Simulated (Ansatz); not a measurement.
# From formation energies to a reaction energy: NaH4

These are results of DFT PBE, scalar-relativistic, plane waves, PAW (Ansatz), not measurements. All cells share a 420 eV cutoff and Γ-centred k meshes spaced at most about 0.3 Å⁻¹ (about 0.25 or finer for metals, 2π included). No spin polarisation.

The zero of energy is the elements' standard structures at the same level (H₂ as a molecule); no fitted shifts are applied.

These are static total energies at zero pressure. With hydrogen, zero-point motion can shift formation energies by some tens of meV/atom.

A trial structure of NaH4 (reached from: random cell; relaxed: space group Cmmm (No. 65), a = 4.115 Å, b = 6.852 Å, c = 3.309 Å) has a formation energy of 0.381 eV/atom. It holds H–H pairs as short as in free H₂ molecules (shortest 0.76 Å). At its composition the lowest mixture among the elements and 1 reference phase computed alike (others may be missing) consists of these:

| phase | source | ΔE_f (eV/atom) |
| --- | --- | --- |
| H2 (gas) | element | 0.000 |
| NaH (Fm-3m) | COD | -0.196 |

**Question.** Write the balanced decomposition and find its energy per atom, per formula unit and per mole of formula units.

**Answer.** Balancing Na and H gives 2 NaH4 → 3 H2 + 2 NaH. The left side holds 10 atoms, and the products take 6/10 (H2) and 4/10 (NaH) of them. The mixture therefore lies at 6/10 × (0.000) + 4/10 × (-0.196) = -0.078 eV/atom. The reaction energy is -0.078 − (0.381) = -0.459 eV/atom. Times 5 atoms that is -2.295 eV per NaH4, and times 96.485 it is -221 kJ per mole of NaH4. Decomposition is downhill, so the trial structure is unstable against this mixture. Entropy of the gas would favour the products further at finite temperature.
